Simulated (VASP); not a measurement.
Here is a VASP 6.6.1 calculation.

Contents of INCAR:

```
  PREC = Accurate
  ENCUT = 300
  EDIFF = 1E-7
  ISMEAR = 0
  SIGMA = 0.03
  LREAL = F
  LASPH = T
  NELM = 80
  ALGO = Normal
  ISIF = 2
  LWAVE = F
  LCHARG = F
  GGA = PE
  IBRION = 2
  NSW = 40
  EDIFFG = -0.01
```

File KPOINTS:

```
Automatic mesh
0
Gamma
  4 4 4
```

File POSCAR:

```
PbSe                                    
1.0
    0.0000000000      3.0393743196      3.0393743196
    3.0393743196      0.0000000000      3.0393743196
    3.0393743196      3.0393743196      0.0000000000
  Pb              Se            
     1     1
Direct
     0.0000000000000000    0.0000000000000000    0.0000000000000000
     0.5000000000000000    0.5000000000000000    0.5000000000000000
```

Potentials or basis: VASP PAW PBE potentials, release 64 (Pb, Se).

Launch:

```console
$ cat potpaw_PBE.64/Pb/POTCAR potpaw_PBE.64/Se/POTCAR > POTCAR
$ mpirun -np 1 vasp_std > vasp.out
```

(1) Predict the band gap on the k mesh.

Answers

(1) 0.22 eV, direct.

Caveat: the k mesh is coarse (spacing up to 0.45 Å⁻¹), so the values aren't converged; the relaxation stopped at its first step, so nothing moved; spin-orbit coupling is left out, which as a rule narrows the gap of such compounds by several tenths of an eV.
